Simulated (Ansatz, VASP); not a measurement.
This is a calculation of Ag (Silver) for Ansatz 0.2.0. 

File input.yaml:

```yaml
crystal:
  lattice:
    - [0.0, 2.04275, 2.04275]
    - [2.04275, 0.0, 2.04275]
    - [2.04275, 2.04275, 0.0]
  atoms:
    - { symbol: Ag, position: [0.0, 0.0, 0.0] }
kpoints:
  mp_grid: { grid: [11, 11, 11] }
scf:
  occupations: { method: fermi_dirac, width: 0.05 }
hamiltonian:
  xc: rpbe
  pseudopotentials: { kind: all_electron, lapw: { basis_error: 0.001 } }
output:
  forces: true
  stress: true
relax:
  f_tol: 0.005
  max_steps: 60
  cell: {}
```

Potentials or basis: all-electron LAPW, scalar-relativistic.

Launch:

```bash
$ ansatz run input.yaml --threads 1 --pin off --max-ram 3072MiB --backend cpu --events-out ev --progress --plain --runs-dir out
```

Question: What does the same run look like in VASP 6.6.1? Potentials or basis there: PBE PAW files Ag, 600 eV.

Answer: As run (cutoffs and basis follow the program's own potentials, and thresholds, step limits or extra output files can differ):

The input INCAR:

```
PREC = Accurate ; ENCUT = 600
EDIFF = 1E-7 ; ISMEAR = -1
SIGMA = 0.05 ; LREAL = F
LASPH = T ; NELM = 80
ALGO = Fast ; ISIF = 3
LWAVE = F ; LCHARG = F
GGA = RP ; IBRION = 2
NSW = 40 ; EDIFFG = -0.02
```

The input KPOINTS:

```
Automatic mesh
0
Gamma
  11 11 11
```

The input POSCAR:

```
Ag
1.0
    0.0000000000      2.0427500000      2.0427500000
    2.0427500000      0.0000000000      2.0427500000
    2.0427500000      2.0427500000      0.0000000000
Ag
1
Direct
    0.0000000000      0.0000000000      0.0000000000
```

Potentials or basis: VASP PAW PBE potentials, release 64 (Ag).

The run is started by

```console
$ cat potpaw_PBE.64/Ag/POTCAR > POTCAR
$ mpirun -np 1 vasp_std > vasp.out
```

Both were run:

|  | Ansatz | VASP |
| --- | --- | --- |
| Relaxed volume | 18.66 Å³/atom | 18.62 Å³/atom |
| Relaxed cell | a = 2.977 Å, b = 2.977 Å, c = 2.977 Å, α = 60.00°, β = 60.00°, γ = 60.00° | a = 2.975 Å, b = 2.975 Å, c = 2.975 Å, α = 60.00°, β = 60.00°, γ = 60.00° |
| Space group after relaxing | Fm-3m (No. 225) | Fm-3m (No. 225) |
| Pressure after relaxing | 0.0 GPa | 0.1 GPa |

VASP's potentials were made for PBE.

Where Ansatz's input types no cutoff or centring, it takes its own default and a Γ-centred mesh.

Pressure is positive in compression.
